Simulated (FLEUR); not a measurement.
**Does 1 ML Ni on Cu(001), 4 substrate layers carry moments in FLEUR?**

Aim: find out whether 1 ML Ni on Cu(001), 4 substrate layers carries moments when they start parallel, and what they gain.

Method: PBE; all-electron FLAPW film, Dirac cores, scalar-relativistic bands, in FLEUR MaX-R8.1.

Report form: the programs' logs are mostly left out.

## (1) The structure

The cell holds 5 atoms: 4 Cu and 1 Ni. Its edges and angles: a = 2.556 Å, b = 2.556 Å, c = 21.176 Å, α = 90.0°, β = 90.0°, γ = 90.0°. Pseudomorphic film on a typed substrate lattice, hard-sphere layer spacings, unrelaxed. Vacuum lies along c.

As a file:

```cif
data_structure
_symmetry_space_group_name_H-M 'P 1'
_symmetry_Int_Tables_number 1
_cell_length_a 2.5562
_cell_length_b 2.5562
_cell_length_c 21.1757
_cell_angle_alpha 90.000
_cell_angle_beta 90.000
_cell_angle_gamma 90.000
_cell_volume 138.36
loop_
_atom_site_label
_atom_site_type_symbol
_atom_site_fract_x
_atom_site_fract_y
_atom_site_fract_z
_atom_site_occupancy
Cu1 Cu 0.00000 0.00000 0.33057 1
Cu2 Cu 0.50000 0.50000 0.41592 1
Cu3 Cu 0.00000 0.00000 0.50128 1
Cu4 Cu 0.50000 0.50000 0.58664 1
Ni5 Ni 0.00000 0.00000 0.66943 1
```

## (2) Run 1 (ferro +)

The parallel start is the test of whether parallel moments hold.

inpgen writes inp.xml from crystal.txt; cutoffs, mixing, functional, smearing and local orbitals are then set in the file. The k list default-1 (kpts.xml, not shown) is a Γ-centred 10×10×1 mesh; where the ranks do not divide the number of points, some are split in two of half the weight.

inp.xml reads:

```
<?xml version="1.0" encoding="UTF-8" standalone="no"?>
<fleurInput fleurInputVersion="0.39">
   <comment>
      Cu4Ni
   </comment>
   <calculationSetup>
      <cutoffs Kmax="3.63" Gmax="10.9" GmaxXC="10.9" numbands="0"/>
      <scfLoop itmax="120" minDistance="0.00002" maxIterBroyd="15" imix="Anderson" alpha="0.03" precondParam="0.0" spinf="2.0" sdNocoIR="T"/>
      <coreElectrons ctail="T" frcor="F" kcrel="0" coretail_lmax="0"/>
      <xcFunctional name="pbe" relativisticCorrections="F"/>
      <magnetism jspins="2"/>
      <soc l_soc="F" theta="0.0" phi="0.0" spav="F"/>
      <expertModes spex="0" secvar="F"/>
      <geometryOptimization l_f="F" forcealpha="1.0" forcemix="BFGS" epsdisp="0.00001" epsforce="0.00001"/>
      <ldaU l_linMix="F" mixParam="0.05" spinf="1.0"/>
   </calculationSetup>
   <cell>
      <bzIntegration valenceElectrons="62.0" mode="hist" fermiSmearingEnergy="0.00110248">
         <kPointListSelection listName="default-1"/>
         <xi:include xmlns:xi="http://www.w3.org/2001/XInclude" href="kpts.xml"> </xi:include>
      </bzIntegration>
      <xi:include xmlns:xi="http://www.w3.org/2001/XInclude" href="sym.xml"> </xi:include>
      <filmLattice scale="1.0" dVac="18.88" dTilda="21.38">
         <bravaisMatrixFilm>
            <row-1>    4.8305009121673983     0.0000000000000000</row-1>
            <row-2>    0.0000000000000000     4.8305009121673983</row-2>
         </bravaisMatrixFilm>
         <vacuumEnergyParameters vacuum="1" spinUp="-.25" spinDown="-.25"/>
         <vacuumEnergyParameters vacuum="2" spinUp="-.25" spinDown="-.25"/>
      </filmLattice>
   </cell>
   <atomSpecies>
      <species name="Copper (Cu)" element="Cu" atomicNumber="29">
         <mtSphere radius="2.26" gridPoints="747" logIncrement="0.016"/>
         <atomicCutoffs lmax="8" lnonsphr="6"/>
         <electronConfig flipSpins="F">
            <coreConfig>(1s1/2) (2s1/2) (2p1/2) (2p3/2) (3s1/2) (3p1/2) (3p3/2)</coreConfig>
            <valenceConfig>(4s1/2) (3d3/2) (3d5/2)</valenceConfig>
            <stateOccupation state="(4s1/2)" spinUp="0.500000" spinDown="0.500000"/>
         </electronConfig>
         <energyParameters s="4" p="4" d="3" f="4"/>
      </species>
      <species name="Nickel (Ni1.001" element="Ni" atomicNumber="28">
         <mtSphere radius="2.26" gridPoints="747" logIncrement="0.016"/>
         <atomicCutoffs lmax="8" lnonsphr="6"/>
         <electronConfig flipSpins="F">
            <coreConfig>(1s1/2) (2s1/2) (2p1/2) (2p3/2)</coreConfig>
            <valenceConfig>(3s1/2) (3p1/2) (3p3/2) (4s1/2) (3d3/2) (3d5/2)</valenceConfig>
            <stateOccupation state="(3d3/2)" spinUp="1.6" spinDown="1.6"/>
            <stateOccupation state="(3d5/2)" spinUp="2.9005" spinDown="1.8995"/>
         </electronConfig>
         <energyParameters s="4" p="4" d="3" f="4"/>
         <lo type="SCLO" l="0" n="3" eDeriv="0"/>
         <lo type="SCLO" l="1" n="3" eDeriv="0"/>
      </species>
   </atomSpecies>
   <atomGroups>
      <atomGroup species="Copper (Cu)">
         <filmPos label="                   1">.0000000000 .0000000000 -6.7800807895</filmPos>
         <force calculate="T" relaxXYZ="TTT"/>
      </atomGroup>
      <atomGroup species="Copper (Cu)">
         <filmPos label="                   2">1.000/2.000 1.000/2.000 -3.3643699420</filmPos>
         <force calculate="T" relaxXYZ="TTT"/>
      </atomGroup>
      <atomGroup species="Copper (Cu)">
         <filmPos label="                   3">.0000000000 .0000000000 .0513008893</filmPos>
         <force calculate="T" relaxXYZ="TTT"/>
      </atomGroup>
      <atomGroup species="Copper (Cu)">
         <filmPos label="                   4">1.000/2.000 1.000/2.000 3.4669717205</filmPos>
         <force calculate="T" relaxXYZ="TTT"/>
      </atomGroup>
      <atomGroup species="Nickel (Ni1.001">
         <filmPos label="                   5">.0000000000 .0000000000 6.7800807895</filmPos>
         <force calculate="T" relaxXYZ="TTT"/>
      </atomGroup>
   </atomGroups>
   <output dos="F" band="F" slice="F">
      <bandDOS minEnergy="-.5*Htr" maxEnergy="0.5*Htr" sigma="0.015" storeEVData="T"/>
      <plotting iplot="0" polar="F">
         <plot TwoD="T" vec1="  1.0  0.0  0.0" vec2="  0.0  1.0  0.0" vec3="  0.0  0.0  1.0" zero="  0.0  0.0 -0.5" file="plot"/>
      </plotting>
      <moessbauerParams electricFieldGradient="F" isomerShift="F" coreHyperfine="F" valenceHyperfine="F"/>
   </output>
</fleurInput>
```

crystal.txt reads:

```
Cu4Ni
&input film=T cartesian=F /
2.55619100000  0.00000000000  0.00000000000
0.00000000000  2.55619100000  0.00000000000
0.00000000000  0.00000000000  1.00000000000
1.8897261246
1.0 1.0 1.0

5
29 0.00000000000  0.00000000000  -6.78008078946
29 0.50000000000  0.50000000000  -3.36436994195
29 0.00000000000  0.00000000000  0.05130088927
29 0.50000000000  0.50000000000  3.46697172049
28 0.00000000000  0.00000000000  6.78008078946 : 1.001

&kpt div1=10 div2=10 div3=1 gamma=T /
```

Launch:

```bash
> OMP_NUM_THREADS=1 inpgen -f crystal.txt > inpgen.log  # inp.xml is then edited as shown
> OMP_NUM_THREADS=1 mpirun -n 2 fleur_MPI > fleur.log
```

Wall time 4.1 min (2 MPI ranks of Arm Neoverse V1, shared host); peak memory 0.22 GiB.

Spin moment in the muffin-tin sphere by atom:

```
atom  spin moment in the muffin-tin sphere (μB)
 Cu1                                      0.009
 Cu2                                      0.010
 Cu3                                      0.005
 Cu4                                      0.020
 Ni5                                      0.644
```

Numbers from this step:

```yaml
free_energy: -221525.5980 eV
program_s_band_gap_on_this_mesh_in_a_metal_only_a_level_spacing: 0.004197 eV
magnetization: 0.6803 μB
final_state: ferromagnetic
```

After 56 cycles the largest moment stands at 0.644 μB.

## (3) Order 2, typed as no spin polarisation

Without spin polarisation no moment can form, so the difference from the other runs is what forming moments gains.

inp.xml: that of step 2 with these lines changed.

```diff
@@ -10,3 +10,3 @@
       <xcFunctional name="pbe" relativisticCorrections="F"/>
-      <magnetism jspins="2"/>
+      <magnetism jspins="1"/>
       <soc l_soc="F" theta="0.0" phi="0.0" spav="F"/>
@@ -42,3 +42,3 @@
       </species>
-      <species name="Nickel (Ni1.001" element="Ni" atomicNumber="28">
+      <species name="Nickel (Ni)" element="Ni" atomicNumber="28">
          <mtSphere radius="2.26" gridPoints="747" logIncrement="0.016"/>
@@ -48,4 +48,4 @@
             <valenceConfig>(3s1/2) (3p1/2) (3p3/2) (4s1/2) (3d3/2) (3d5/2)</valenceConfig>
-            <stateOccupation state="(3d3/2)" spinUp="1.6" spinDown="1.6"/>
-            <stateOccupation state="(3d5/2)" spinUp="2.9005" spinDown="1.8995"/>
+            <stateOccupation state="(3d3/2)" spinUp="1.600000" spinDown="1.600000"/>
+            <stateOccupation state="(3d5/2)" spinUp="2.400000" spinDown="2.400000"/>
          </electronConfig>
@@ -73,3 +73,3 @@
       </atomGroup>
-      <atomGroup species="Nickel (Ni1.001">
+      <atomGroup species="Nickel (Ni)">
          <filmPos label="                   5">.0000000000 .0000000000 6.7800807895</filmPos>
```

crystal.txt: that of step 2 with these lines changed.

```diff
@@ -13,3 +13,3 @@
 29 0.50000000000  0.50000000000  3.46697172049
-28 0.00000000000  0.00000000000  6.78008078946 : 1.001
+28 0.00000000000  0.00000000000  6.78008078946
```

The job ended after 2 min (2 MPI ranks; peak memory 0.16 GiB).

Read from the output:

| Item | Value |
| --- | --- |
| free energy | -221525.5710 eV |
| program's band gap on this mesh (in a metal only a level spacing) | 0.009661 eV |
| final state | non-magnetic (no spin polarisation) |

It lies 26.9 meV a seeded atom over the first start.

## (4) Another try

An input with a fault is tried, to see how the program answers.

inp.xml: that of step 2 with these lines changed.

```diff
@@ -7,3 +7,3 @@
       <cutoffs Kmax="3.63" Gmax="10.9" GmaxXC="10.9" numbands="0"/>
-      <scfLoop itmax="120" minDistance="0.00002" maxIterBroyd="15" imix="Anderson" alpha="0.03" precondParam="0.0" spinf="2.0" sdNocoIR="T"/>
+      <scfLoop itmax="60" minDistance="0.00002" maxIterBroyd="15" imix="straight" alpha="0.9" precondParam="0.0" spinf="2.0" sdNocoIR="T"/>
       <coreElectrons ctail="T" frcor="F" kcrel="0" coretail_lmax="0"/>
```

crystal.txt is that of step 2.

It took 13 s on 2 MPI ranks; peak memory 0.17 GiB.

The run ended with an error.

The program's message: “differ 2: problems with solving dirac equation”

The fault in the input: linear mixing far too strong.

Taking so much of each new density makes the cycles overshoot; a small alpha with Anderson mixing is the cure.

## (5) The states side by side

Free energies are divided by the number of seeded atoms.

Orders:

```
               start    final state  typed order kept  energy over the lowest (meV a seeded atom)  largest sphere moment (μB)  net moment (μB a primitive cell)  mesh matched  CPU time (s)
             ferro +  ferromagnetic               yes                                           0                      0.6442                            0.6803           yes         492.7
no spin polarisation   non-magnetic                 -                                       26.94                           0                                 0           yes         238.2
```

## (6) What came out

```yaml
lower_run: with moments
largest_site_spin_moment: 0.644 μB
energy_gained_by_spin_polarisation: 26.9 meV a seeded atom
```

What this shows: The crystal holds moments, up to 0.644 μB, and the spinless run lies 26.9 meV a seeded atom higher. Spin polarisation gains little, as in a weak itinerant magnet. No antiferromagnetic order was tried, so the session says nothing on how the moments order. Core electrons leak out of the spheres (0.022 e), which costs some accuracy. A substrate of 4 unrelaxed layers is a model; thickness and relaxation can move these numbers.

[Logs and program files are shortened in this print: banners, set-up blocks, solver, clock and traceback lines can be left out without a mark of their own.]

[Logs are printed without paths, hosts, clocks, repeated set-up lines and the standing remarks that a program may print on its own settings, such as how far it seeks lower states.]

[Hosts, paths, dates, database ids (printed as entryN), source tags and the programs' standing remarks are cut or masked in the printed files.]

[Where a cell is said to come from a database of computed structures, the database is the Materials Project.]
